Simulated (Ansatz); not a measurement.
Born–Oppenheimer molecular dynamics of a periodic cell of 12 atoms, CoSi$_{2}$ (start crystal CoSi2, start structure Fm-3m, volume 1 times the crystal's). It starts from a structure without forces on its atoms.

Method: DFT PBE, scalar-relativistic, plane waves, PAW (Ansatz 0.2.0). Settings: PAW set soft_1, cutoff 420 eV, k mesh 2x2x2, fermi-dirac smearing 0.24 eV, no spin polarisation.

```
ensemble        : NVT, Langevin thermostat
time step       : 1.5 fs
steps asked     : 250
set temperature : 2800 K
friction        : 0.02 /fs
seed            : 543645
```

Frames 3 fs apart, positions in Å, forces in eV/Å.

Velocities at 60 fs (Å/ps):

```
Co 3.31 2.55 3.78
Si 0.08 -11.05 0.62
Si 2.00 -4.84 -17.75
Co -5.15 -5.21 -1.53
Si 1.36 -1.43 -7.92
Si -0.29 3.15 0.26
Co -8.37 2.33 -1.08
Si 11.03 -10.98 15.54
Si -1.37 -10.11 1.56
Co 5.00 4.30 0.10
Si -0.45 -9.18 0.52
Si 0.32 7.66 4.63
```

```xyz
12
Lattice="5.3560 0.0000 0.0000 0.0000 5.3560 0.0000 0.0000 0.0000 5.3560" Properties=species:S:1:pos:R:3:forces:R:3 time_fs=60 energy_less_start_eV=7.770 T=1626
Co -0.315 0.166 0.484 -0.70 -3.16 -4.86
Si 1.435 0.838 1.047 2.38 2.84 0.85
Si 4.430 4.092 4.052 -1.69 -1.37 0.46
Co 2.630 2.574 -0.135 1.06 -0.05 0.92
Si 4.075 3.684 1.206 -0.74 0.09 0.73
Si 1.161 1.465 4.032 3.69 -2.90 2.71
Co 2.557 -0.137 2.540 1.38 -0.88 0.28
Si 4.140 1.054 3.791 -2.34 -0.58 6.26
Si 1.160 3.524 1.705 3.39 3.25 -5.41
Co 0.002 2.376 2.772 -3.41 1.95 -1.19
Si 1.568 4.078 3.864 -1.23 -2.27 3.77
Si 3.898 1.206 1.731 -1.78 3.08 -4.54
12
Lattice="5.3560 0.0000 0.0000 0.0000 5.3560 0.0000 0.0000 0.0000 5.3560" Properties=species:S:1:pos:R:3:forces:R:3 time_fs=63 energy_less_start_eV=7.646 T=2018
Co -0.303 0.170 0.484 -1.50 -3.29 -4.63
Si 1.434 0.809 1.053 2.60 3.13 0.64
Si 4.439 4.071 4.002 -1.81 -1.24 0.84
Co 2.614 2.558 -0.140 1.34 0.03 1.17
Si 4.082 3.680 1.191 -0.78 0.16 0.64
Si 1.165 1.460 4.029 3.69 -3.02 2.62
Co 2.536 -0.129 2.534 1.77 -1.06 0.84
Si 4.179 1.021 3.840 -2.41 -0.19 4.77
Si 1.167 3.502 1.701 3.74 3.57 -5.66
Co 0.013 2.388 2.769 -3.89 1.27 -0.68
Si 1.563 4.041 3.873 -0.95 -1.85 3.29
Si 3.897 1.238 1.738 -1.80 2.47 -3.82
12
Lattice="5.3560 0.0000 0.0000 0.0000 5.3560 0.0000 0.0000 0.0000 5.3560" Properties=species:S:1:pos:R:3:forces:R:3 time_fs=66 energy_less_start_eV=7.104 T=2501
Co -0.284 0.170 0.476 -2.09 -3.36 -4.04
Si 1.439 0.791 1.062 2.70 3.35 0.52
Si 4.451 4.051 3.954 -1.98 -1.10 1.12
Co 2.603 2.540 -0.135 1.58 0.08 1.35
Si 4.081 3.678 1.179 -0.70 0.32 0.57
Si 1.178 1.444 4.035 3.33 -2.93 2.14
Co 2.521 -0.121 2.535 2.13 -1.22 1.42
Si 4.218 0.990 3.903 -2.50 0.44 2.92
Si 1.188 3.497 1.671 3.65 3.55 -5.25
Co 0.026 2.399 2.757 -3.66 0.66 -0.16
Si 1.552 3.994 3.893 -0.64 -1.34 2.42
Si 3.898 1.283 1.736 -1.82 1.55 -3.01
12
Lattice="5.3560 0.0000 0.0000 0.0000 5.3560 0.0000 0.0000 0.0000 5.3560" Properties=species:S:1:pos:R:3:forces:R:3 time_fs=69 energy_less_start_eV=6.407 T=2317
Co -0.269 0.170 0.463 -1.83 -3.34 -3.05
Si 1.459 0.793 1.072 2.25 3.37 0.30
Si 4.456 4.029 3.909 -2.15 -0.96 1.30
Co 2.606 2.531 -0.127 1.71 0.08 1.40
Si 4.079 3.683 1.165 -0.54 0.50 0.59
Si 1.199 1.419 4.050 2.83 -2.73 1.57
Co 2.508 -0.118 2.543 2.55 -1.20 1.80
Si 4.249 0.962 3.975 -2.61 1.18 1.01
Si 1.225 3.507 1.631 3.10 3.19 -4.48
Co 0.047 2.405 2.744 -3.03 0.27 0.07
Si 1.542 3.950 3.913 -0.43 -0.92 1.67
Si 3.900 1.337 1.723 -1.85 0.56 -2.18
12
Lattice="5.3560 0.0000 0.0000 0.0000 5.3560 0.0000 0.0000 0.0000 5.3560" Properties=species:S:1:pos:R:3:forces:R:3 time_fs=72 energy_less_start_eV=5.859 T=2591
Co -0.257 0.172 0.449 -1.20 -3.50 -1.84
Si 1.483 0.807 1.070 1.90 3.26 0.32
Si 4.467 4.008 3.880 -2.31 -0.84 1.38
Co 2.605 2.529 -0.117 1.88 0.00 1.37
Si 4.074 3.693 1.147 -0.34 0.63 0.67
Si 1.224 1.393 4.060 2.25 -2.47 0.92
Co 2.502 -0.118 2.554 2.72 -1.08 1.93
Si 4.272 0.925 4.047 -2.76 2.05 -0.79
Si 1.279 3.527 1.582 2.22 2.56 -3.37
Co 0.063 2.413 2.730 -2.20 0.08 0.04
Si 1.533 3.919 3.942 -0.30 -0.55 0.92
Si 3.903 1.376 1.707 -1.86 -0.16 -1.55
12
Lattice="5.3560 0.0000 0.0000 0.0000 5.3560 0.0000 0.0000 0.0000 5.3560" Properties=species:S:1:pos:R:3:forces:R:3 time_fs=75 energy_less_start_eV=5.466 T=3253
Co -0.246 0.174 0.439 -0.26 -3.88 -0.24
Si 1.503 0.834 1.057 1.76 2.95 0.76
Si 4.467 3.980 3.857 -2.45 -0.61 1.44
Co 2.608 2.529 -0.107 2.17 0.01 1.30
Si 4.072 3.706 1.136 -0.18 0.63 0.76
Si 1.264 1.370 4.073 1.46 -2.21 0.10
Co 2.506 -0.112 2.572 2.48 -0.97 1.79
Si 4.291 0.896 4.130 -3.07 2.90 -2.73
Si 1.342 3.557 1.525 1.22 1.94 -2.15
Co 0.080 2.421 2.718 -1.45 -0.16 -0.23
Si 1.528 3.897 3.971 -0.26 -0.23 0.24
Si 3.884 1.398 1.690 -1.40 -0.38 -1.04
12
Lattice="5.3560 0.0000 0.0000 0.0000 5.3560 0.0000 0.0000 0.0000 5.3560" Properties=species:S:1:pos:R:3:forces:R:3 time_fs=78 energy_less_start_eV=5.319 T=3721
Co -0.242 0.174 0.434 0.91 -4.36 1.54
Si 1.515 0.880 1.027 1.69 2.39 1.61
Si 4.467 3.941 3.832 -2.62 -0.13 1.55
Co 2.618 2.523 -0.094 2.31 -0.04 0.85
Si 4.063 3.725 1.121 -0.02 0.56 0.90
Si 1.299 1.322 4.079 0.88 -1.73 -0.64
Co 2.515 -0.103 2.595 2.06 -0.82 1.37
Si 4.306 0.878 4.206 -3.62 3.53 -4.61
Si 1.413 3.593 1.462 0.23 1.48 -1.00
Co 0.100 2.431 2.706 -0.83 -0.45 -0.63
Si 1.530 3.880 4.005 -0.27 -0.03 -0.32
Si 3.850 1.417 1.666 -0.70 -0.40 -0.61
12
Lattice="5.3560 0.0000 0.0000 0.0000 5.3560 0.0000 0.0000 0.0000 5.3560" Properties=species:S:1:pos:R:3:forces:R:3 time_fs=81 energy_less_start_eV=5.343 T=4201
Co -0.242 0.167 0.434 2.43 -4.59 3.00
Si 1.532 0.948 0.999 1.01 1.49 2.42
Si 4.456 3.891 3.800 -2.81 0.48 1.76
Co 2.629 2.513 -0.081 2.57 -0.02 0.00
Si 4.062 3.742 1.120 0.04 0.43 0.94
Si 1.322 1.268 4.074 0.56 -1.22 -1.07
Co 2.526 -0.100 2.621 1.76 -0.65 0.87
Si 4.316 0.869 4.262 -4.17 3.86 -6.00
Si 1.494 3.631 1.395 -0.75 1.29 0.02
Co 0.127 2.446 2.687 -0.38 -0.78 -1.04
Si 1.530 3.861 4.036 -0.32 0.20 -0.75
Si 3.817 1.433 1.628 0.06 -0.47 -0.14
12
Lattice="5.3560 0.0000 0.0000 0.0000 5.3560 0.0000 0.0000 0.0000 5.3560" Properties=species:S:1:pos:R:3:forces:R:3 time_fs=84 energy_less_start_eV=5.391 T=4193
Co -0.247 0.156 0.434 3.65 -4.55 3.75
Si 1.540 1.016 0.986 0.06 0.60 3.01
Si 4.420 3.837 3.784 -2.78 0.89 1.88
Co 2.644 2.501 -0.072 2.82 0.15 -1.09
Si 4.072 3.755 1.132 0.09 0.34 0.95
Si 1.348 1.208 4.064 0.18 -0.65 -1.20
Co 2.545 -0.092 2.651 1.66 -0.67 0.36
Si 4.315 0.878 4.299 -4.39 3.93 -6.69
Si 1.580 3.670 1.335 -1.72 1.32 0.90
Co 0.153 2.460 2.671 -0.07 -0.94 -1.25
Si 1.526 3.847 4.060 -0.43 0.33 -1.04
Si 3.782 1.451 1.579 0.93 -0.75 0.43
12
Lattice="5.3560 0.0000 0.0000 0.0000 5.3560 0.0000 0.0000 0.0000 5.3560" Properties=species:S:1:pos:R:3:forces:R:3 time_fs=87 energy_less_start_eV=5.477 T=4048
Co -0.254 0.149 0.437 4.25 -4.14 3.63
Si 1.531 1.080 0.985 -0.80 -0.09 3.39
Si 4.364 3.800 3.782 -2.42 0.92 1.72
Co 2.659 2.489 -0.066 3.05 0.30 -2.36
Si 4.091 3.772 1.139 0.13 0.08 1.04
Si 1.375 1.152 4.052 -0.29 -0.09 -1.04
Co 2.564 -0.088 2.682 1.71 -0.82 -0.16
Si 4.301 0.909 4.322 -4.18 3.72 -6.65
Si 1.668 3.700 1.278 -2.69 1.62 1.80
Co 0.184 2.473 2.653 -0.12 -0.82 -1.15
Si 1.517 3.830 4.079 -0.56 0.48 -1.33
Si 3.740 1.472 1.532 1.91 -1.17 1.11
12
Lattice="5.3560 0.0000 0.0000 0.0000 5.3560 0.0000 0.0000 0.0000 5.3560" Properties=species:S:1:pos:R:3:forces:R:3 time_fs=90 energy_less_start_eV=5.470 T=4100
Co -0.257 0.137 0.434 4.39 -3.27 2.87
Si 1.522 1.132 0.996 -1.61 -0.55 3.31
Si 4.297 3.776 3.774 -1.88 0.77 1.56
Co 2.684 2.473 -0.068 2.75 0.65 -3.55
Si 4.105 3.795 1.154 0.26 -0.18 1.06
Si 1.398 1.096 4.030 -0.87 0.63 -0.42
Co 2.583 -0.088 2.718 1.98 -1.05 -0.77
Si 4.267 0.951 4.332 -3.54 3.19 -5.95
Si 1.752 3.730 1.238 -3.53 1.79 2.27
Co 0.207 2.483 2.622 -0.27 -0.58 -0.81
Si 1.498 3.810 4.083 -0.61 0.49 -1.38
Si 3.701 1.504 1.501 2.93 -1.89 1.80
12
Lattice="5.3560 0.0000 0.0000 0.0000 5.3560 0.0000 0.0000 0.0000 5.3560" Properties=species:S:1:pos:R:3:forces:R:3 time_fs=93 energy_less_start_eV=5.422 T=4633
Co -0.250 0.123 0.425 4.05 -2.30 1.66
Si 1.508 1.177 1.018 -1.90 -0.68 2.92
Si 4.229 3.760 3.769 -1.24 0.57 1.43
Co 2.718 2.461 -0.072 1.85 0.98 -4.40
Si 4.105 3.818 1.174 0.75 -0.22 1.05
Si 1.411 1.043 4.000 -1.47 1.47 0.53
Co 2.599 -0.099 2.761 2.39 -1.29 -1.52
Si 4.225 1.000 4.325 -2.58 2.29 -4.85
Si 1.830 3.765 1.212 -4.40 1.75 2.38
Co 0.228 2.491 2.585 -0.54 -0.31 -0.41
Si 1.466 3.784 4.085 -0.57 0.48 -1.26
Si 3.678 1.537 1.481 3.65 -2.72 2.46
```

Of the whole run (375 fs, mean temperature of the second half 2578 K): A run of 0.38 ps of so small a system gives no equilibrium averages. Spin polarisation was left off. Limits of this set-up: coarse k mesh, magnetic elements without spin.

The run took 14 min on 1 thread of Arm Neoverse V2, on a shared host, peak memory 0.44 GiB.
